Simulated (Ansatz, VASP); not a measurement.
Au in VASP and in Ansatz

```
Au
1.0
     0.00000    2.83943    2.83943
     2.83943    0.00000    2.83943
     2.83943    2.83943    0.00000
Au
2
Cartesian
  0.7099 0.7099 0.7099
  4.9690 4.9690 4.9690
```

The cell was built by a generator and needn't be a form met in nature.

Alike in both runs: task relaxation of cell and atoms; functional PBEsol; k mesh 10 × 10 × 10; occupations fermi-dirac, width 0.1 eV; no spin polarisation.

```csv
,VASP,Ansatz
version,VASP 6.6.1,Ansatz 0.2.0
potentials or method,"VASP PAW PBE potentials, release 64 (Au)","plane waves (420 eV) with PAW, scalar-relativistic"
plane-wave cutoff (eV),600,420
valence electrons in the cell,22,38
```

VASP gave:

- relaxed volume (Å³/atom): 27.29
- relaxed cell length with the largest relative difference (Å): 4.258
- energy change over the relaxation (meV/atom): -229

Question: Which values does Ansatz return?

Answer: Relaxed volume (Å³/atom): 27.33; relaxed cell length with the largest relative difference (Å): 4.260; energy change over the relaxation (meV/atom): -232.

The two sets of potentials don't hold the same shells in valence. Ansatz warned: «pseudo_functional_mismatch».

Caveats: the volume moved by over 15 % at a fixed basis, so the end points are rough; the PAW data sets were made with another functional, which shifts forces and pressure a little (VASP). Spin-orbit coupling is left out, which matters for the levels of Au.
